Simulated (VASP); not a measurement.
The system is AlNi3.

```
Ni Al
1.0
     3.52305    0.00000    0.00000
     0.00000    3.52305    0.00000
     0.00000    0.00000    3.52305
Ni Al
3 1
Direct
  0.50000 0.50000 0.00000
  0.50000 0.00000 0.50000
  0.00000 0.50000 0.50000
  0.00000 0.00000 0.00000
```

The cell is a database's computed one.

```yaml
Program: VASP 6.6.1
Task: single point
Functional: PBE
Potentials_or_basis: VASP PAW PBE potentials, release 64 (Ni, Al)
Cutoff: 520 eV
k_mesh: 8 × 8 × 8
Occupations: fermi-dirac, width 0.05 eV
Spin: collinear spin, ferromagnetic start
Starting_moments: "[1.0, 1.0, 1.0, 0.0] μB"
```

On this cell: pressure 7.3 GPa; largest force zero by symmetry; net moment 0.67 μB per cell; site moments Ni +0.24; Al -0.01 μB; band gap on the k mesh none (metal or under the smearing width).

The same run follows on a disturbed copy (atoms moved at random, drawn with an rms of 0.05 Å):

```
CELL_PARAMETERS angstrom
3.52305 0.00000 0.00000
0.00000 3.52305 0.00000
0.00000 0.00000 3.52305
ATOMIC_POSITIONS crystal
Ni 0.50269 0.49641 0.01358
Ni 0.50059 0.00624 0.49795
Ni 0.98379 0.49754 0.50453
Al 0.99986 0.99934 0.99802
```

What does the disturbed cell give?

The energy (extrapolated to zero smearing) moves by +9.1 meV/atom; pressure 7.8 GPa; largest force 0.649 eV/Å; net moment 0.67 μB per cell; site moments Ni +0.24; Al -0.01 μB; band gap on the k mesh none (metal or under the smearing width).

Forces on the atoms (eV/Å):
```
Ni  -0.387  0.227 -0.423
Ni  -0.315 -0.327  0.285
Ni   0.618  0.188  0.061
Al   0.085 -0.088  0.077
```

Stress tensor (GPa, compression positive):
```
 7.68  0.18  0.23
 0.18  7.82 -0.20
 0.23 -0.20  7.81
```
